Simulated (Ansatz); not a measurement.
# Compressing SiNi

Level of theory: DFT PBEsol, scalar-relativistic, plane waves, PAW (Ansatz). Run with 420 eV cutoff, 14×12×10 k-mesh, Gaussian smearing of 0.10 eV, no spin polarisation.

Starting point, cell and atoms relaxed:

```
Si Ni
1.0
     2.99479    0.00000    0.00000
     0.00000    3.23460    0.00000
     0.00000    0.00000    4.67247
Si Ni
2 2
Direct
  0.50000 0.50000 0.84261
  0.00000 0.00000 0.15739
  0.50000 0.50000 0.34329
  0.00000 0.00000 0.65671
```

Cell and atoms are relaxed at each pressure within the symmetry of the start, at zero temperature, so transitions that lower the symmetry aren't seen. The k-mesh given is that at zero pressure and may differ at others. a, b and c are the lengths of the cell vectors above. The axial ratios are soft, so the single lengths don't run smoothly.

Pressures computed: -1, 1, 4, 12, 25, 50, 90 GPa.

(1) At which pressure does the cell have a = 2.621, b = 3.199 and c = 4.496 Å?

Results:

(1) About 50 GPa, where V/V0 = 0.833.

This form isn't the usual stable structure of the compound.